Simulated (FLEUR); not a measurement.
Crystal: TiCo.

```
Co Ti
1.0
     2.98611    0.00000    0.00000
     0.00000    2.98611    0.00000
     0.00000    0.00000    2.98611
Co Ti
1 1
Direct
  0.50000 0.50000 0.50000
  0.00000 0.00000 0.00000
```

The cell comes from a database or a generator and needn't be the stable form of this composition.

Base run:

```yaml
Program: FLEUR MaX-R8.1 (later development tree)
Functional: LDA
Potentials_or_basis: all-electron
Basis: FLAPW
Kmax: 4.34 1/bohr
k_mesh: 9 × 9 × 9
Occupations: fermi-dirac, width 0.05 eV
Spin: collinear spin, ferromagnetic start
Starting_moments: "[2.0, 1.001] μB"
```

Its results: net moment 0.49 μB per cell; site moments Co +0.53; Ti -0.02 μB.

Problem. The run is repeated on the same cell with these changes: functional from LDA to SCAN. What comes out?

Solution. Net moment 0.91 μB per cell; site moments Co +1.38; Ti -0.28 μB.

Caveats: the meta-GGA is that of a development version, with a GGA for the radial functions and cores and without core tails (some runs).

Not every run made on this cell is shown here.
